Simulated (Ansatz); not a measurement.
The geometry is COD entry 7038081, unchecked; take it as a test cell.

SnS$_{2}$: DFT, PBE, all-electron LAPW, scalar-relativistic (Ansatz 0.2.0).

Command: `ansatz run input.yaml --threads 1 --pin off --max-ram 3072MiB --backend cpu --events-out ev --progress --plain --runs-dir out` The run took about 45 s on 1 thread of a shared machine.

```yaml
crystal:
  lattice:
    - [3.5983003419, 0.0, 0.0]
    - [-1.7991501709, 3.1162195065, 0.0]
    - [0.0, 0.0, 5.494]
  atoms:
    - { symbol: Sn, position: [0.0, 0.0, 0.0] }
    - { symbol: S, position: [0.6666666667, 0.3333333333, 0.2639] }
    - { symbol: S, position: [0.3333333333, 0.6666666667, 0.7361] }
kpoints:
  mp_grid: { grid: [10, 10, 6] }
  band_path:
    path:
      - [0.0, 0.0, 0.0]
      - [0.5, 0.0, 0.0]
      - [0.3333333333, 0.3333333333, 0.0]
      - [0.0, 0.0, 0.0]
      - [0.0, 0.0, 0.5]
      - [0.5, 0.0, 0.5]
      - [0.3333333333, 0.3333333333, 0.5]
      - [0.0, 0.0, 0.5]
      - [0.5, 0.0, 0.5]
    npoints: 8
scf:
  occupations: { method: fermi_dirac, width: 0.01 }
hamiltonian:
  xc: pbe
  pseudopotentials: { kind: all_electron, lapw: { basis_error: 0.001 } }
output:
  forces: true
  stress: true
  eigenvalues: true
  fatbands: true
  populations: true
  dos: { projected: true, de: 0.2, e_range: [-14, 8] }
```

Output:

```
Sn: projections on atomic orbitals take those of the free atom 1s2 2s2 2p6 3s2 3p6 3d10 4s2 4p6 4d10 5s2 5p2, of charge +0.00 (hamiltonian.pseudopotentials.projection_atoms)
S: projections on atomic orbitals take those of the free atom 1s2 2s2 2p6 3s2 3p4, of charge +0.00 (hamiltonian.pseudopotentials.projection_atoms)
LAPW: plane waves up to 7.991 Å⁻¹, error target 1.0e-3 eV per atom; small_component_spin mean_spin; S in spheres of 1.103 Å, 14 of its electrons in bands, Dirac shells []; Sn in spheres of 1.431 Å, 22 of its electrons in bands, Dirac shells []
Engine: ansatz 0.2.0
Pseudopotentials: kind: all_electron
Pseudopotential: Sn, LAPW, valence charge 22, Koelling and Harmon's equation, gaussian nucleus
Pseudopotential: S, LAPW, valence charge 14, Koelling and Harmon's equation, gaussian nucleus
Functional definition: PBE
  parameter kappa = 0.804
  parameter beta = 0.06672455060314922
  exchange = pbe_x(kappa = kappa, mu = beta*pi^2/3)
  correlation = pbe_c(beta = beta)
Crystal: 3 atoms, lattice volume = 61.605 Å³
Basis set: ecut = 243.2820495574067 eV, 535 PW (Γ), exchange–correlation at level 2
Bands: 30, of which v1, the nominal top of the filled ones, is band 25 counted from 1 (24 counted from 0)
Symmetry: 12 space group operations
Space group: P-3m1 (ITA 164), of the structure as read, at distance tolerance 3.9e-5 Å
k-points: 72 of 600
Non-local potential: Sn, projectors of the file, none
Non-local potential: S, projectors of the file, none
Initial density: superposition of atomic densities (chi_scale 0.1, normalization cell, long waves kept (reshape's long-wave potential 0.11 eV rms))
Initial wavefunctions: plane waves of lowest kinetic energy (no species holds an atomic orbital)
Functional: x = pbe(κ = 0.804, μ = 0.2195149727645171), c = pbe(β = 0.06672455060314922)
iter 1 solved again at ethr=2.81e-3 eV; its pass at ethr=1.00e-1 eV (dr2=1.41e0 eV) is discarded
SCF iter   1: F=—  HF=-189816.183733 eV  |F-HF|=—  |Δ(HF+E_count)|=         —  Δρ=3.90e-2  dr2=1.41e0  ethr=2.81e-3  ⟨swp⟩=2.0  Hψ=14834  notcnv=0
preconditioner: auto → Resta (q_TF=auto, 2.635 Å⁻¹)  ε∞=3.2  [insulator: Δε(μ)=1.644 eV  Ē_g=16.448 eV  σ=0.010 eV  W_gap=1.00  n_scr=22 (ndim 8)  ℏωp=24.1 eV  f_vac=0.029  D(μ)=0.00/eV (n_scr^D=0)  ε∞_Penn≈3.2]
SCF iter   2: F=—  HF=-189815.700706 eV  |F-HF|=—  |Δ(HF+E_count)|=   4.83e-1  Δρ=1.66e-2  dr2=2.00e-1  ethr=2.81e-3  ⟨swp⟩=3.0  Hψ=6386  notcnv=0
SCF iter   3: F=—  HF=-189815.671072 eV  |F-HF|=—  |Δ(HF+E_count)|=   2.96e-2  Δρ=7.61e-3  dr2=4.14e-2  ethr=4.01e-4  ⟨swp⟩=2.0  Hψ=6193  notcnv=0
iter 4 solved again at ethr=3.69e-6 eV; its pass at ethr=8.28e-5 eV (dr2=1.84e-3 eV) is discarded
SCF iter   4: F=—  HF=-189815.674616 eV  |F-HF|=—  |Δ(HF+E_count)|=         —  Δρ=1.59e-3  dr2=1.83e-3  ethr=3.69e-6  ⟨swp⟩=2.0  Hψ=10844  notcnv=0
the basis was enlarged: its passes take 1.3 MiB over the memory plan, 1 of 1 planned eigensolver slots
SCF iter   5: F=—  HF=-189815.675029 eV  |F-HF|=—  |Δ(HF+E_count)|=   4.13e-4  Δρ=4.30e-4  dr2=1.24e-4  ethr=3.66e-6  ⟨swp⟩=3.0  Hψ=6366  notcnv=0
SCF iter   6: F=—  HF=-189815.675177 eV  |F-HF|=—  |Δ(HF+E_count)|=   1.49e-4  Δρ=1.83e-4  dr2=2.24e-5  ethr=2.48e-7  ⟨swp⟩=3.0  Hψ=6357  notcnv=0
SCF iter   7: F=—  HF=-189815.675225 eV  |F-HF|=—  |Δ(HF+E_count)|=   4.81e-5  Δρ=3.93e-5  dr2=1.44e-6  ethr=4.48e-8  ⟨swp⟩=3.0  Hψ=6411  notcnv=0
SCF iter   8: F=-189815.675229 eV  HF=-189815.675229 eV  |F-HF|=8.72e-8  |Δ(HF+E_count)|=   3.32e-6  Δρ=9.84e-6  dr2=8.44e-8  ethr=2.89e-9  ⟨swp⟩=3.0  Hψ=6408  notcnv=0
SCF 1 converged in 8 iterations: F = -189815.675229 eV  dr2 = 8.44e-8
NSCF: frozen V_eff on 65 k-points
SCF converged after 8 iterations
Free energy (F): -189815.675229 eV
Harris-Foulkes:  -189815.675229 eV  (|F-HF|=8.72e-8)
Internal energy: -189815.675229 eV  (E = F + TS)
E sigma→0 (E₀):  -189815.675229 eV
Fermi energy:    10.664108 eV
--- Per-component energies (eV) ---
  E_band       = -3178.793863
  E_kinetic    = 198612.865542
  E_xc         = -5896.378203
  E_electrostatic = -382532.162567  (all electrons and nuclei)
  E_smearing   = -0.000000  (= −TS)
  E_closure    = 0.000000  (closes the sum)
  E_atoms      = -189802.775228  (free atoms, spherical and without spin; not in F)
  Σ components = -189815.675229   (vs F -189815.675229, Δ=0.00e0)
  Basis errors (estimates in eV, not in F): energy 4.8e-4 per atom: plane waves 4.4e-4 (2.5e-4 summed), levels above the bands 1.6e-277, relativity 2.1e-8, radial functions 4.3e-5, core shells 2.2e-8; eigenvalues (radial functions only) 5.1e-6; not estimated: angular momenta, meshes, grids; target (lapw.basis_error) 1.0e-3; muffin-tin radii S 1.103 Å, Sn 1.431 Å
--- Forces (eV/Å), atoms counted from 1 ---
  atom   1  Sn     0.00000000     0.00000000     0.00000000
  atom   2  S      0.00000000     0.00000000     0.45163320
  atom   3  S     -0.00000000    -0.00000000    -0.45163320
  max |Σ_I F_I| component: 5.55e-17 eV/Å
--- Stress (GPa, compression-positive) ---
        9.125688      -0.000000       0.000000
       -0.000000       9.125688       0.000000
        0.000000       0.000000       9.355012
  P = ⅓ Tr σ = 9.2021 GPa (92.021 kbar)
--- Band table (eV; the first three rows and the last of 72) ---
  k-point 0: bands = ["-194.7214", "-194.7214", "-139.5060", "-139.5060", "-139.5060", "-139.5060", "-139.4676", "-139.4676", "-119.1182", "-74.9189", "-74.9189", "-74.9128", "-11.2530", "-11.2530", "-11.2021", "-11.1689", "-11.1689", "-4.5100", "-2.0686", "3.7005", "9.0597", "9.0597", "9.2473", "9.2473", "10.1169", "11.9285", "13.3620", "15.3290", "15.3290", "19.0167"]
  k-point 1: bands = ["-194.7214", "-194.7214", "-139.5060", "-139.5060", "-139.5060", "-139.5060", "-139.4676", "-139.4676", "-119.1182", "-74.9189", "-74.9189", "-74.9128", "-11.2530", "-11.2530", "-11.2019", "-11.1689", "-11.1689", "-4.4432", "-2.2382", "4.0365", "8.9890", "8.9890", "9.3435", "9.3435", "9.4083", "12.4234", "13.4122", "15.1993", "15.1993", "18.8795"]
  k-point 2: bands = ["-194.7214", "-194.7214", "-139.5060", "-139.5060", "-139.5060", "-139.5060", "-139.4676", "-139.4676", "-119.1182", "-74.9189", "-74.9189", "-74.9128", "-11.2530", "-11.2530", "-11.2016", "-11.1689", "-11.1689", "-4.2815", "-2.5856", "4.8537", "8.2033", "8.9120", "8.9120", "9.4729", "9.4729", "13.0489", "13.5108", "14.9615", "14.9615", "18.4342"]
  k-point 71: bands = ["-194.7214", "-194.7214", "-139.5060", "-139.5060", "-139.5060", "-139.5060", "-139.4676", "-139.4676", "-119.1182", "-74.9195", "-74.9194", "-74.9127", "-11.2987", "-11.2666", "-11.1784", "-11.1620", "-11.1376", "-1.8852", "-1.6330", "2.5223", "5.1072", "5.3642", "6.0107", "9.5651", "9.6091", "13.1495", "15.0685", "15.2542", "16.8071", "18.2878"]
--- Löwdin populations: 3 sites ---
  site symbol       q [e]
     0     Sn     49.2434
     1      S     16.3043
     2      S     16.3043
  spilling = 0.001804 (of n_electrons = 82.000000)
```

populations.tsv:

```
# site	symbol	l	j	q
# orbitals = lowdin
# n_electrons = 82.000000
# spilling = 0.001804
# projection_atom_Sn: 1s2 2s2 2p6 3s2 3p6 3d10 4s2 4p6 4d10 5s2 5p2
# projection_atom_S: 1s2 2s2 2p6 3s2 3p4
0	Sn	0_1S	-	1.999999
0	Sn	0_2S	-	1.999963
0	Sn	0_3S	-	1.999432
0	Sn	0_4S	-	1.991627
0	Sn	0_5S	-	1.185567
0	Sn	1_2P	-	6.000000
0	Sn	1_3P	-	5.999961
0	Sn	1_4P	-	5.995132
0	Sn	1_5P	-	2.074369
0	Sn	2_3D	-	10.000000
0	Sn	2_4D	-	9.997381
1	S	0_1S	-	1.999924
1	S	0_2S	-	1.994670
1	S	0_3S	-	1.782119
1	S	1_2P	-	5.999347
1	S	1_3P	-	4.528261
2	S	0_1S	-	1.999924
2	S	0_2S	-	1.994670
2	S	0_3S	-	1.782119
2	S	1_2P	-	5.999347
2	S	1_3P	-	4.528261
```
